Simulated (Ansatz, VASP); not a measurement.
Two plane-wave programs on Se

```
Se
1.0
     4.05639    0.00000    0.00000
    -2.02820    3.51294    0.00000
     0.00000    0.00000    5.10769
Se
3
Direct
  0.24708 0.00000 0.16667
  0.00000 0.24708 0.83333
  0.75292 0.75292 0.50000
```

Alike in both runs: functional PBEsol; k mesh 6 × 6 × 4; occupations gaussian, width 0.1 eV; no spin polarisation.

Ansatz relaxed the structure, and its values are those at the end. VASP's run is a single point on that final structure, the one shown.

```csv
,VASP,Ansatz
version,VASP 6.6.1,Ansatz 0.2.0
potentials or method,"VASP PAW PBE potentials, release 64 (Se)","scalar-relativistic, plane waves, PAW"
plane-wave cutoff (eV),520,420
valence electrons in the cell,18,48
```

```csv
,VASP,Ansatz,Ansatz less VASP
gap on the k mesh at the Fermi level (eV),0.48,0.49,+0.010
least direct gap on the mesh (eV),0.48,0.49,+0.010
pressure (GPa),0.2,0.1,-0.17
rms of the force components (eV/Å),0.031,0.013,-0.0183
```

The two sets of potentials don't hold the same shells in valence.

Caveats: the PAW data sets were made with another functional, which shifts forces and pressure a little (VASP).
